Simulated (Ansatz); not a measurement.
**What a change of settings does to a run on AlRu**

The cell is COD entry 1527371, as deposited and not checked against the literature; nothing was relaxed. The listed cell was then made from it by scaling, straining or moving an atom.

First run: DFT, PBE, PAW with Ansatz's default frozen-core files, scalar-relativistic (Ansatz 0.2.0).

Command: `ansatz run input.yaml --threads 1 --pin off --max-ram 2048MiB --backend cpu --events-out ev --progress --plain --runs-dir out` The run took 5.2 s on 1 thread of Arm Neoverse V1, on a shared host, peak memory 0.37 GiB.

```yaml
crystal:
  lattice:
    - [2.9767532582, 0.0, 0.0]
    - [0.0, 2.9767532582, 0.0]
    - [0.0, 0.0, 3.021516]
  atoms:
    - { symbol: Al, position: [0.0, 0.0, 0.0] }
    - { symbol: Ru, position: [0.5, 0.5, 0.5] }
kpoints:
  mp_grid: { grid: [12, 12, 12] }
scf:
  occupations: { method: fermi_dirac, width: 0.05 }
hamiltonian:
  xc: pbe
  pseudopotentials: { kind: paw }
output:
  forces: true
  stress: true
  eigenvalues: true
  efg: { contact_densities: true }
```

Result: converged; pressure 2.51 GPa; 6 SCF iterations.

Spin polarisation is left out, and whether a magnetic state lies lower isn't shown here.

The input is then changed:

```diff
@@ -19,3 +19,6 @@
   eigenvalues: true
   efg: { contact_densities: true }
+basis:
+  ecutwfc: "200 eV"
+  ecutrho_ratio: 8
```

What does the second run give?

It converged; energy at zero smearing +4568.4 meV/atom from the first run; pressure 12.81 GPa; 7 SCF iterations. Some of these settings are too coarse for converged properties.

The results part of its log:

```
SCF 1 converged in 7 iterations: F = -6408.338062 eV  dr2 = 1.58e-8
  greatest PAW one-centre occupation: 1.077 electrons in one spin orbital (limit 2), on the Ru atom at site 1 (counted from 0), in its partial waves of l = 1
SCF converged after 7 iterations
Free energy (F): -6408.338062 eV
Harris-Foulkes:  -6408.338062 eV  (|F-HF|=1.25e-8)
Internal energy: -6408.326707 eV  (E = F + TS)
E sigma→0 (E₀):  -6408.332385 eV
Entropy (-TS):   -0.011356 eV (-5.678 meV/atom)
Fermi energy:    16.340654 eV
--- Per-component energies (eV) ---
  E_band       = -128.452887
  E_kinetic    = 564.862816
  E_local      = -1765.772258  (includes V_loc(G=0)·N_el)
  E_nonlocal   = 322.076986
  E_hartree    = 621.830240
  E_xc         = -237.723043
  E_vxc        = -277.921230  (∫ρ·V_xc dr)
  E_paw        = -3918.867788  (= ΣΔE_a)
  E_vpaw       = -215.355401  (= ΣTr[D̂ρ^β])
  E_aug_tail   = -0.000127  (compensation charges beyond the density's cutoff)
  E_ewald      = -1994.733532
  E_smearing   = -0.011356  (= −TS)
  E_closure    = -0.000000  (closes the sum)
  Σ components = -6408.338062   (vs F -6408.338062, Δ=0.00e0)
--- Forces (eV/Å), atoms counted from 1 ---
  atom   1  Al    -0.00000000     0.00000000     0.00000000
  atom   2  Ru     0.00000000    -0.00000000     0.00000000
  max |Σ_I F_I| component: 3.15e-29 eV/Å
--- Stress (GPa, compression-positive) ---
       15.720985       0.000000       0.000000
        0.000000      15.720985       0.000000
        0.000000       0.000000       6.993043
  P = ⅓ Tr σ = 12.8117 GPa (128.117 kbar)
--- PAW observables at the nuclei: V_zz in 10²¹ V/m², potentials from the cell's mean, atoms counted from 1 ---
  atom   1  Al V_zz =    -0.000912   η = 0.0000   by run symmetry: allowed
            electrostatic potential = -1239.623533 V   contact ρ = 10083.637772 e/Å³
  atom   2  Ru V_zz =    +0.779638   η = 0.0000   by run symmetry: allowed
            electrostatic potential = -6792.021977 V   contact ρ = 719478.366165 e/Å³
--- Band table (eV; the first three rows and the last of 196) ---
  k-point 0: bands = ["-57.6193", "-26.6148", "-26.6148", "-26.6148", "6.4980", "12.4491", "12.4516", "16.5827", "16.5827", "16.6315", "22.2167", "22.6619", "22.6619", "27.0077"]
  k-point 1: bands = ["-57.6187", "-26.6812", "-26.6812", "-26.6799", "6.6308", "12.4916", "12.4963", "16.2859", "16.2859", "16.4664", "21.5759", "22.9097", "22.9097", "26.7376"]
  k-point 2: bands = ["-57.6161", "-26.6752", "-26.6641", "-26.6641", "7.0222", "12.5646", "12.6308", "15.9527", "15.9527", "16.4983", "20.3328", "23.5748", "23.5748", "26.0558"]
  k-point 195: bands = ["-57.5785", "-26.6809", "-26.6809", "-26.6048", "11.6357", "11.6787", "11.6787", "18.4203", "18.4295", "18.7832", "20.4408", "20.5299", "20.5299", "24.8762"]
```
